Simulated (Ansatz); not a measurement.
**KF: from Born charge to LO–TO splitting and polaron coupling**

Level of theory: DFT PBE, scalar-relativistic, plane waves, PAW (Ansatz 0.2.0). Settings: 420 eV plane-wave cutoff, Γ-centred 8×8×8 mesh, fixed occupations. No spin polarisation. Phonons by linear response, acoustic sum rule imposed.

The cell is fixed (symmetry leaves no force on the atoms) and stands under 0.0 GPa:
```cif
data_structure
_symmetry_space_group_name_H-M 'F-43m'
_symmetry_Int_Tables_number 216
_cell_length_a 5.9516
_cell_length_b 5.9516
_cell_length_c 5.9516
_cell_angle_alpha 90.000
_cell_angle_beta 90.000
_cell_angle_gamma 90.000
_cell_volume 210.81
loop_
_atom_site_label
_atom_site_type_symbol
_atom_site_symmetry_multiplicity
_atom_site_Wyckoff_symbol
_atom_site_fract_x
_atom_site_fract_y
_atom_site_fract_z
_atom_site_occupancy
K1 K 4 a 0.00000 0.00000 0.00000 1
F1 F 4 d 0.25000 0.25000 0.75000 1
```

The cell is the ideal cubic zincblende prototype; this isn't the usual structure of the compound.

Linear response gives ν_TO = 199.2 cm⁻¹, Born charges ±1.077 e (positive on K) and ε∞ = 1.726. The primitive cell holds 52.704 Å³, and the masses are 39.098 and 18.998 amu.

Task: Find ν_LO and the static dielectric constant.

Result: The long-wave field adds a restoring force: ω_LO² − ω_TO² = Z*²e²/(ε_vac ε∞ μV). In these units ν_LO² − ν_TO² = 4.92064×10⁷ Z*²/(μ V ε∞) cm⁻², with μ = m₁m₂/(m₁ + m₂) = 12.786 amu: 49046 cm⁻². So ν_LO = √(199.2² + 49046) = 297.9 cm⁻¹, and the run gives 297.9. Lyddane–Sachs–Teller then gives ε0 = ε∞ (ν_LO/ν_TO)² = 3.86, against 3.86 in the run (it forms both from the same three quantities, so the match checks the arithmetic only). Between ν_TO and ν_LO the dielectric function is negative and an undamped crystal reflects fully: a reststrahlen band from 33.6 to 50.2 μm.

Task: What do the Clausius–Mossotti polarisability and the Szigeti charge come to?

Result: With the Lorentz local field, α = (3V/4π)(ε∞ − 1)/(ε∞ + 2) = 2.45 Å³ for the pair, and e_S = 3Z*/(ε∞ + 2) = 0.87 e. The Born charge includes the electrons' response to the dipole's own local field, and e_S takes that enhancement out. The Lorentz field assumes point-like polarisable ions, a fair picture at this small ε∞.

Task: How strongly does a slow electron couple to the LO mode?

Result: For one isotropic parabolic band, Fröhlich's constant is α_F = (1/ε∞ − 1/ε0) √(m* Ry/ħω_LO), with Ry = 13.606 eV, ħω_LO = 36.9 meV and m* in free-electron masses: α_F = 0.3202 × 19.19 × √m* = 6.15 √m*. The band mass isn't part of this run; for m* = 0.1, 0.3 and 1 it gives 1.94, 3.37, 6.15. In weak coupling the polaron lies α_F ħω_LO below the band edge (124 meV at m* = 0.3) with a mass m*(1 + α_F/6); past α_F of about 5 or 6 that expansion fails. A semilocal functional's ε∞ tends to be too large, which taken alone lowers α_F.

Cost: 1 run of about 0.76 core-minutes, on Arm Neoverse N1 (shared hosts).